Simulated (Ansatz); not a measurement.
Here is an Ansatz 0.2.0 calculation.

input.yaml

```yaml
crystal:
  lattice:
    - [0.0, 2.47502, 2.47502]
    - [2.47502, 0.0, 2.47502]
    - [2.47502, 2.47502, 0.0]
  atoms:
    - { symbol: Pb, position: [0.0, 0.0, 0.0] }
hamiltonian:
  xc: pbe
  pseudopotentials: { kind: nc, accuracy: stringent }
kpoints:
  mp_grid: { grid: [9, 9, 9] }
  band_path:
    path:
      - [[0.0, 0.0, 0.0], [0.5, 0.0, 0.5], [0.5, 0.25, 0.75], [0.375, 0.375, 0.75], [0.0, 0.0, 0.0], [0.5, 0.5, 0.5], [0.625, 0.25, 0.625], [0.5, 0.25, 0.75], [0.5, 0.5, 0.5], [0.375, 0.375, 0.75]]
      - [[0.625, 0.25, 0.625], [0.5, 0.0, 0.5]]
    npoints: 14
scf:
  occupations: { method: fermi_dirac, width: 0.05 }
  n_extra_bands: 6
output:
  forces: true
  stress: true
  eigenvalues: true
  fatbands: false
  write_density: true
  write_potential: true
  elf: true
  volumetric_format: npy
```

Potentials or basis: PseudoDojo stringent (PBE files).

Run with:

```sh
$ ansatz run input.yaml --threads 2 --pin off --max-ram 5632MiB --backend cpu --events-out ev --progress --plain --runs-dir out
```

What does it give for the band gap on the k mesh?

None (metal or under the smearing width).

Estimate the pressure.

2.3 GPa.

Levels at the corners of the path, in eV from the Fermi level:
| point | band 8 | band 9 | band 10 | band 11 | band 12 | band 13 | band 14 | band 15 |
| --- | --- | --- | --- | --- | --- | --- | --- | --- |
| Γ | -16.80 | -16.80 | -11.61 | 7.56 | 7.56 | 7.56 | 9.91 | 11.48 |
| X | -16.63 | -16.63 | -6.58 | -3.13 | 2.19 | 2.19 | 5.52 | 6.79 |
| W | -16.75 | -16.63 | -6.48 | -1.23 | -1.23 | 0.41 | 11.00 | 12.31 |
| K | -16.73 | -16.67 | -6.66 | -2.14 | -1.08 | 3.12 | 6.61 | 11.50 |
| Γ | -16.80 | -16.80 | -11.61 | 7.56 | 7.56 | 7.56 | 9.91 | 11.48 |
| L | -16.66 | -16.66 | -7.99 | -4.06 | 5.72 | 5.72 | 9.39 | 9.61 |
| U | -16.73 | -16.67 | -6.66 | -2.14 | -1.08 | 3.12 | 6.61 | 11.50 |
| W | -16.75 | -16.63 | -6.48 | -1.23 | -1.23 | 0.41 | 11.00 | 12.31 |
| L | -16.66 | -16.66 | -7.99 | -4.06 | 5.72 | 5.72 | 9.39 | 9.61 |
| K | -16.73 | -16.67 | -6.66 | -2.14 | -1.08 | 3.12 | 6.61 | 11.50 |
| U | -16.73 | -16.67 | -6.66 | -2.14 | -1.08 | 3.12 | 6.61 | 11.50 |
| X | -16.63 | -16.63 | -6.58 | -3.13 | 2.19 | 2.19 | 5.52 | 6.79 |

Caveat: spin-orbit coupling is left out, which moves the levels of the heavy elements.
